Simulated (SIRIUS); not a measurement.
# GaN (P6_3mc) in SIRIUS: reference runs

Aim: a first look at GaN with PBE, on the cell as given.

Everything below comes from runs of SIRIUS 7.12.0. Logs are shortened: lines on timing, memory, paths and dates and some standing lists are left out, and cuts for length are marked. The log counts tension as positive stress, the text compression.

**The experiment to reproduce.**

“Studying electronic properties in GaN without electrical contacts using γ-γ vs e−-γ Perturbed Angular Correlations”, 2019, pmc:6823545 quotes, for a bulk crystal of GaN: band gap 3.503 ± 0.005 eV (direct).

The runs below are set against these values where they give the same quantity.

### Step 1. The crystal as given

Symmetry: P6_3mc, No. 186, hexagonal system. The conventional cell has a = 3.180 Å, b = 3.180 Å, c = 5.166 Å, α = 90.00°, β = 90.00°, γ = 120.00°. Ga (site symmetry 3m) has 4 N at 1.94 to 1.95 Å as nearest neighbours. N (site symmetry 3m) is surrounded by 4 Ga at 1.94 to 1.95 Å.

### Step 2. Single point, PBE

sirius.json

```json
{
  "control": {
    "processing_unit": "cpu",
    "std_evp_solver_name": "lapack",
    "gen_evp_solver_name": "lapack",
    "verbosity": 2,
    "print_forces": true,
    "ortho_rf": true,
    "use_second_variation": true,
    "rmt_max": 3.0,
    "num_bands_to_print": 24,
    "save_wf": true
  },
  "parameters": {
    "electronic_structure_method": "full_potential_lapwlo",
    "xc_functionals": ["XC_GGA_X_PBE", "XC_GGA_C_PBE"],
    "core_relativity": "dirac",
    "valence_relativity": "iora",
    "num_fv_states": 35,
    "smearing": "fermi_dirac",
    "smearing_width": 0.0018374661,
    "pw_cutoff": 26,
    "gk_cutoff": 4.96,
    "lmax_apw": 12,
    "lmax_rho": 8,
    "lmax_pot": 8,
    "num_mag_dims": 0,
    "auto_rmt": 0,
    "ngridk": [10, 10, 5],
    "shiftk": [0, 0, 0],
    "num_dft_iter": 80,
    "energy_tol": 1e-07,
    "density_tol": 1e-05,
    "use_symmetry": true
  },
  "settings": {"tol_ne": 1e-10},
  "iterative_solver": {"type": "exact"},
  "mixer": {"type": "anderson", "beta": 0.5, "max_history": 8},
  "unit_cell": {
    "lattice_vectors": [[6.0093290763, 0.0, 0.0], [-3.0046645382, 5.2042316397, 0.0], [0.0, 0.0, 9.7623251598]],
    "atom_types": ["Ga", "N"],
    "atom_files": {"Ga": "Ga.json", "N": "N.json"},
    "atoms": {
      "Ga": [[0.6666666667, 0.3333333333, 0.5], [0.3333333333, 0.6666666667, 0.0]],
      "N": [[0.6666666667, 0.3333333333, 0.875], [0.3333333333, 0.6666666667, 0.375]]
    }
  }
}
```

Ga.json

```json
{
  "name": "gallium",
  "symbol": "Ga",
  "number": 31,
  "mass": 69.723,
  "rmin": 1e-06,
  "rmt": 2.11,
  "nrmt": 800,
  "rinf": 19.67,
  "core": "1s2s2p",
  "valence": [
    {"basis": [{"enu": 0.04, "dme": 0, "n": 0, "auto": 0}, {"enu": 0.04, "dme": 1, "n": 0, "auto": 0}]},
    {"l": 0, "n": 1, "basis": [{"enu": 0.0721, "dme": 0, "n": 0, "auto": 0}]},
    {"l": 1, "n": 2, "basis": [{"enu": 0.14, "dme": 0, "n": 0, "auto": 0}]},
    {"l": 2, "n": 3, "basis": [{"enu": -0.117, "dme": 0, "n": 0, "auto": 0}]},
    {"l": 3, "n": 4, "basis": [{"enu": 0.14, "dme": 0, "n": 0, "auto": 0}]}
  ],
  "lo": [
    {
      "l": 0,
      "basis": [{"enu": 0.0721, "dme": 0, "n": 0, "auto": 0}, {"enu": 0.0721, "dme": 1, "n": 0, "auto": 0}]
    },
    {
      "l": 0,
      "basis": [{"enu": -5.1643, "dme": 0, "n": 3, "auto": 1}, {"enu": -5.1643, "dme": 1, "n": 3, "auto": 1}]
    },
    {
      "l": 0,
      "basis": [{"enu": -5.1643, "dme": 1, "n": 3, "auto": 1}, {"enu": 0.0721, "dme": 0, "n": 0, "auto": 0}]
    },
    {
      "l": 0,
      "basis": [{"enu": 0.0721, "dme": 0, "n": 0, "auto": 0}, {"enu": 3.6659, "dme": 0, "n": 0, "auto": 0}]
    },
    {"l": 1, "basis": [{"enu": 0.14, "dme": 0, "n": 0, "auto": 0}, {"enu": 0.14, "dme": 1, "n": 0, "auto": 0}]},
    {
      "l": 1,
      "basis": [{"enu": -3.3808, "dme": 0, "n": 3, "auto": 1}, {"enu": -3.3808, "dme": 1, "n": 3, "auto": 1}]
    },
    {
      "l": 1,
      "basis": [{"enu": -3.3808, "dme": 1, "n": 3, "auto": 1}, {"enu": 0.14, "dme": 0, "n": 0, "auto": 0}]
    },
    {"l": 1, "basis": [{"enu": 0.14, "dme": 0, "n": 0, "auto": 0}, {"enu": 4.2729, "dme": 0, "n": 0, "auto": 0}]},
    {
      "l": 2,
      "basis": [{"enu": -0.117, "dme": 0, "n": 0, "auto": 0}, {"enu": -0.117, "dme": 1, "n": 0, "auto": 0}]
    },
    {
      "l": 2,
      "basis": [{"enu": -0.117, "dme": 1, "n": 0, "auto": 0}, {"enu": -0.117, "dme": 2, "n": 0, "auto": 0}]
    },
    {
      "l": 2,
      "basis": [{"enu": -0.117, "dme": 0, "n": 0, "auto": 0}, {"enu": 3.3869, "dme": 0, "n": 0, "auto": 0}]
    },
    {"l": 3, "basis": [{"enu": 0.14, "dme": 0, "n": 0, "auto": 0}, {"enu": 0.14, "dme": 1, "n": 0, "auto": 0}]},
    {"l": 3, "basis": [{"enu": 0.14, "dme": 0, "n": 0, "auto": 0}, {"enu": 4.0483, "dme": 0, "n": 0, "auto": 0}]}
  ],
  "free_atom": [... radial grid and density of the free atom, the start of the SCF ...]
}
```

N.json

```json
{
  "name": "nitrogen",
  "symbol": "N",
  "number": 7,
  "mass": 14.0067,
  "rmin": 1e-06,
  "rmt": 1.41,
  "nrmt": 800,
  "rinf": 13.03,
  "core": "1s",
  "valence": [
    {"basis": [{"enu": 0.04, "dme": 0, "n": 0, "auto": 0}, {"enu": 0.04, "dme": 1, "n": 0, "auto": 0}]},
    {"l": 0, "n": 1, "basis": [{"enu": -0.0152, "dme": 0, "n": 0, "auto": 0}]},
    {"l": 1, "n": 2, "basis": [{"enu": 0.14, "dme": 0, "n": 0, "auto": 0}]},
    {"l": 2, "n": 3, "basis": [{"enu": 0.14, "dme": 0, "n": 0, "auto": 0}]},
    {"l": 3, "n": 4, "basis": [{"enu": 0.14, "dme": 0, "n": 0, "auto": 0}]}
  ],
  "lo": [
    {
      "l": 0,
      "basis": [{"enu": -0.0152, "dme": 0, "n": 0, "auto": 0}, {"enu": -0.0152, "dme": 1, "n": 0, "auto": 0}]
    },
    {
      "l": 0,
      "basis": [{"enu": -0.0152, "dme": 1, "n": 0, "auto": 0}, {"enu": -0.0152, "dme": 2, "n": 0, "auto": 0}]
    },
    {
      "l": 0,
      "basis": [{"enu": -0.0152, "dme": 0, "n": 0, "auto": 0}, {"enu": 6.0207, "dme": 0, "n": 0, "auto": 0}]
    },
    {"l": 1, "basis": [{"enu": 0.14, "dme": 0, "n": 0, "auto": 0}, {"enu": 0.14, "dme": 1, "n": 0, "auto": 0}]},
    {"l": 1, "basis": [{"enu": 0.14, "dme": 1, "n": 0, "auto": 0}, {"enu": 0.14, "dme": 2, "n": 0, "auto": 0}]},
    {"l": 1, "basis": [{"enu": 0.14, "dme": 0, "n": 0, "auto": 0}, {"enu": 7.0813, "dme": 0, "n": 0, "auto": 0}]},
    {"l": 2, "basis": [{"enu": 0.14, "dme": 0, "n": 0, "auto": 0}, {"enu": 0.14, "dme": 1, "n": 0, "auto": 0}]},
    {"l": 2, "basis": [{"enu": 0.14, "dme": 1, "n": 0, "auto": 0}, {"enu": 0.14, "dme": 2, "n": 0, "auto": 0}]},
    {"l": 2, "basis": [{"enu": 0.14, "dme": 0, "n": 0, "auto": 0}, {"enu": 7.9867, "dme": 0, "n": 0, "auto": 0}]},
    {"l": 3, "basis": [{"enu": 0.14, "dme": 0, "n": 0, "auto": 0}, {"enu": 0.14, "dme": 1, "n": 0, "auto": 0}]}
  ],
  "free_atom": [... radial grid and density of the free atom, the start of the SCF ...]
}
```

sirius_start.json

```json
{
  "control": {
    "processing_unit": "cpu",
    "std_evp_solver_name": "lapack",
    "gen_evp_solver_name": "lapack",
    "verbosity": 1,
    "print_forces": false,
    "ortho_rf": true,
    "use_second_variation": true,
    "rmt_max": 3.0,
    "num_bands_to_print": 24,
    "save_wf": false
  },
  "parameters": {
    "electronic_structure_method": "full_potential_lapwlo",
    "xc_functionals": ["XC_LDA_X", "XC_LDA_C_PW"],
    "core_relativity": "dirac",
    "valence_relativity": "iora",
    "num_fv_states": 35,
    "smearing": "fermi_dirac",
    "smearing_width": 0.0055123983,
    "pw_cutoff": 26,
    "gk_cutoff": 3.97,
    "lmax_apw": 12,
    "lmax_rho": 8,
    "lmax_pot": 8,
    "num_mag_dims": 0,
    "auto_rmt": 0,
    "ngridk": [4, 4, 2],
    "shiftk": [0, 0, 0],
    "num_dft_iter": 30,
    "energy_tol": 0.01,
    "density_tol": 0.05,
    "use_symmetry": true
  },
  "settings": {"tol_ne": 1e-10},
  "iterative_solver": {"type": "exact"},
  "mixer": {"type": "anderson", "beta": 0.5, "max_history": 8},
  "unit_cell": {
    "lattice_vectors": [[6.0093290763, 0.0, 0.0], [-3.0046645382, 5.2042316397, 0.0], [0.0, 0.0, 9.7623251598]],
    "atom_types": ["Ga", "N"],
    "atom_files": {"Ga": "Ga.json", "N": "N.json"},
    "atoms": {
      "Ga": [[0.6666666667, 0.3333333333, 0.5], [0.3333333333, 0.6666666667, 0.0]],
      "N": [[0.6666666667, 0.3333333333, 0.875], [0.3333333333, 0.6666666667, 0.375]]
    }
  }
}
```

Potentials or basis: all-electron FP-LAPW, apw+lo standard.

Started as:

```sh
> OMP_NUM_THREADS=2 sirius.scf --input=sirius_start.json --output=start.json
> OMP_NUM_THREADS=2 sirius.scf --input=sirius.json --output=output.json --task=1
```

The log of the run:

```text
[info] SIRIUS version : 7.12.0
[info] number of MPI ranks           : 1
[info] MPI grid                      : 1 1
[info] maximum number of OMP threads : 2
[fft] FFT context for density and potential
[fft] =====================================
[fft]   plane wave cutoff                     : 26
[fft]   grid size                             : 54 54 90   total : 262440
[fft]   grid limits                           : -26 27   -26 27   -44 45
[fft]   number of G-vectors within the cutoff : 90555
[fft]   number of G-shells                    : 4408
[fft] FFT context for coarse grid
[fft] =====================================
[fft]   plane wave cutoff                     : 9.92
[fft]   grid size                             : 24 24 36   total : 20736
[fft]   grid limits                           : -11 12   -11 12   -17 18
[fft]   number of G-vectors within the cutoff : 5083
[fft]   number of G-shells                    : 311
[unit cell] lattice vectors
[unit cell]   a1 :       6.0093290763      0.0000000000      0.0000000000
[unit cell]   a2 :      -3.0046645382      5.2042316397      0.0000000000
[unit cell]   a3 :       0.0000000000      0.0000000000      9.7623251598
[unit cell] reciprocal lattice vectors
[unit cell]   b1 :       1.0455718479      0.6036611879     -0.0000000000
[unit cell]   b2 :       0.0000000000      1.2073223757      0.0000000000
[unit cell]   b3 :       0.0000000000     -0.0000000000      0.6436156555
[unit cell] unit cell volume :       305.30637631 [a.u.^3]
[unit cell] 1/sqrt(omega)    :         0.05723110
[unit cell] MT volume        :       102.18262165 (33.47%)
[unit cell] IT volume        :       203.12375466 (66.53%)
[unit cell] number of atom types : 2
[unit cell] type id : 0 symbol : Ga mt_radius :   2.110000 num_atoms : 2
[unit cell] type id : 1 symbol :  N mt_radius :   1.410000 num_atoms : 2
[unit cell] total number of atoms : 4
[unit cell] number of symmetry classes : 2
[unit cell] atom id  type id  class id             position                      vector_field
[unit cell] ------------------------------------------------------------------------------------------
[unit cell]      0        0        0      0.66667   0.33333   0.50000      0.00000   0.00000   0.00000
[unit cell]      1        0        0      0.33333   0.66667   0.00000      0.00000   0.00000   0.00000
[unit cell]      2        1        1      0.66667   0.33333   0.87500      0.00000   0.00000   0.00000
[unit cell]      3        1        1      0.33333   0.66667   0.37500      0.00000   0.00000   0.00000
[unit cell] atom id         position (Cartesian, a.u.)
[unit cell] ---------------------------------------------
[... 365 lines left out ...]
[find] Total energy                   :   -3997.81543484 (Ha),   -7995.63086967 (Ry)
[find] iteration : 1, RMS (target) : 1.5401e-01 (1.0000e-05) , energy difference (target) : -7.9611e-04 (1.0000e-07)
[find] Total energy                   :   -3997.81548718 (Ha),   -7995.63097435 (Ry)
[find] iteration : 2, RMS (target) : 2.8955e-02 (1.0000e-05) , energy difference (target) : -5.2340e-05 (1.0000e-07)
[find] Total energy                   :   -3997.81570929 (Ha),   -7995.63141859 (Ry)
[... 20 lines left out ...]
[find] valence_eval_sum               :     -62.40113750
[find] core_eval_sum                  :   -2218.21088286
[find] kinetic energy                 :    4073.01112535
[find] enuc                           :   -4836.10321965
[find] <rho|V^{XC}>                   :    -214.74572327
[find] <rho|E^{XC}>                   :    -165.28493563
[find] <mag|B^{XC}>                   :       0.00000000
[find] <rho|V^{H}>                    :   -6138.87742245
[find] smearing (-TS)                 :      -0.00000000
[find] SCF correction                 :       0.00002985
[find] Total energy                   :   -3997.81571130 (Ha),   -7995.63142261 (Ry)
[find] Free energy (E-TS)             :   -3997.81571130 (Ha),   -7995.63142261 (Ry)
[find] band gap (eV)                  :       1.98719550
[find] Efermi                         :       0.28139048
[find] iteration : 7, RMS (target) : 2.9283e-06 (1.0000e-05) , energy difference (target) : -1.9630e-08 (1.0000e-07)
[find] converged after 8 SCF iterations!
Warning in function "check_num_electrons" at src/density/density.cpp:1179
wrong number of electrons
  obtained value : 76
  target value : 76
  difference : 2.49886e-05
  total core leakage : 2.23735e-05
    atom class : 0, core leakage : 4.04593e-14
    atom class : 1, core leakage : 1.11868e-05
[find] Charges and magnetic moments
[find] --------------------------------------------------------------------------------
[find] atom      charge    core leakage
[find] --------------------------------------------------------------------------------
[find]    0   29.206709    4.045927e-14
[find]    1   29.206709    4.045927e-14
[find]    2    5.342491    1.118676e-05
[find]    3    5.342491    1.118676e-05
[find] total core leakage    : 2.23735188e-05
[find] interstitial charge   : 6.901576
[find] total charge          : 75.999975
[find] Energy
[find] --------------------------------------------------------------------------------
[find] valence_eval_sum               :     -62.40113750
[find] core_eval_sum                  :   -2218.21088286
[find] kinetic energy                 :    4073.01112535
[find] enuc                           :   -4836.10321965
[find] <rho|V^{XC}>                   :    -214.74572327
[find] <rho|E^{XC}>                   :    -165.28493563
[find] <mag|B^{XC}>                   :       0.00000000
[find] <rho|V^{H}>                    :   -6138.87742245
[find] smearing (-TS)                 :      -0.00000000
[find] SCF correction                 :       0.00002985
[find] Total energy                   :   -3997.81571130 (Ha),   -7995.63142261 (Ry)
[find] Free energy (E-TS)             :   -3997.81571130 (Ha),   -7995.63142261 (Ry)
[find] band gap (eV)                  :       1.98719550
[find] Efermi                         :       0.28139048
[ground_state]
[ground_state] ==== total Forces in Ha/bohr =====
[ground_state] atom:    0, force:      -0.0000000      0.0000000     -0.0026618
[ground_state] atom:    1, force:      -0.0000000     -0.0000000     -0.0026618
[ground_state] atom:    2, force:       0.0000000      0.0000000      0.0026650
[ground_state] atom:    3, force:      -0.0000000     -0.0000000      0.0026650
[ground_state] ==== contribution from density =====
[ground_state] atom:    0, force:       0.0000000     -0.0000000     -0.0336974
[ground_state] atom:    1, force:       0.0000000      0.0000000     -0.0336974
[ground_state] atom:    2, force:       0.0000000     -0.0000000      0.0026118
[ground_state] atom:    3, force:       0.0000000      0.0000000      0.0026118
[ground_state] ==== contribution from Hartree potential =====
[ground_state] atom:    0, force:       0.0000000      0.0000000      0.0243439
[ground_state] atom:    1, force:      -0.0000000     -0.0000000      0.0243439
[ground_state] atom:    2, force:      -0.0000000     -0.0000000      0.0015752
[ground_state] atom:    3, force:      -0.0000000     -0.0000000      0.0015752
[ground_state] ==== contribution from IBS =====
[ground_state] atom:    0, force:      -0.0000000      0.0000000      0.0066917
[ground_state] atom:    1, force:       0.0000000     -0.0000000      0.0066917
[ground_state] atom:    2, force:       0.0000000      0.0000000     -0.0015220
[ground_state] atom:    3, force:      -0.0000000     -0.0000000     -0.0015220
```

Run time: 8.1 min. Hardware: 2 threads of Arm Neoverse N1, shared host; peak memory 1.1 GiB.

Results:

| Quantity | Value |
| --- | --- |
| Free energy | -108786.1075 eV |
| Largest force | 0.137 eV/Å |
| Band gap on the k mesh | 1.99 eV, direct |
| All electrons inside the program's atomic spheres | Ga 29.21; N 5.34 (radii Ga 2.11, N 1.41 bohr) |

Forces on the atoms (eV/Å):
```
Ga   0.000  0.000 -0.137
Ga   0.000  0.000 -0.137
N    0.000  0.000  0.137
N    0.000  0.000  0.137
```

### Step 3. Against experiment

Step 2. Measured gap of GaN: 3.503 eV (direct; quoted in “Studying electronic properties in GaN without electrical contacts using γ-γ vs e−-γ Perturbed Angular Correlations”, 2019, pmc:6823545). This calculation gives 1.99 eV (-1.52 eV). Spin-orbit coupling on Ga is left out. The value is that of PBE, without temperature or zero-point motion. Semilocal functionals fall short of measured gaps as a rule.
